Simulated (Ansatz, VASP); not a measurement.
## Two plane-wave programs on TiC

```
Ti C
1.0
     0.00000    2.14670    2.14670
     2.14670    0.00000    2.14670
     2.14670    2.14670    0.00000
Ti C
1 1
Direct
  0.00000 0.00000 0.00000
  0.50000 0.50000 0.50000
```

Alike in both runs: functional PBEsol; k mesh 12 × 12 × 12; occupations fermi-dirac, width 0.05 eV; no spin polarisation.

Ansatz relaxed the structure, and its values are those at the end. VASP's run is a single point on that final structure, the one shown.

|  | VASP | Ansatz |
| --- | --- | --- |
| version | VASP 6.6.1 | Ansatz 0.2.0 |
| potentials or method | VASP PAW PBE potentials, release 64 (Ti_sv, C) | PAW with Ansatz's default frozen-core files, scalar-relativistic |
| plane-wave cutoff (eV) | 520 | 420 |
| valence electrons in the cell | 16 | 16 |

VASP gave:

```
pressure (GPa) : 0.2
```

Question: Estimate Ansatz's values.

Answer: Pressure (GPa): 0.0.

Caveats: the PAW data sets were made with another functional, which shifts forces and pressure a little (VASP).
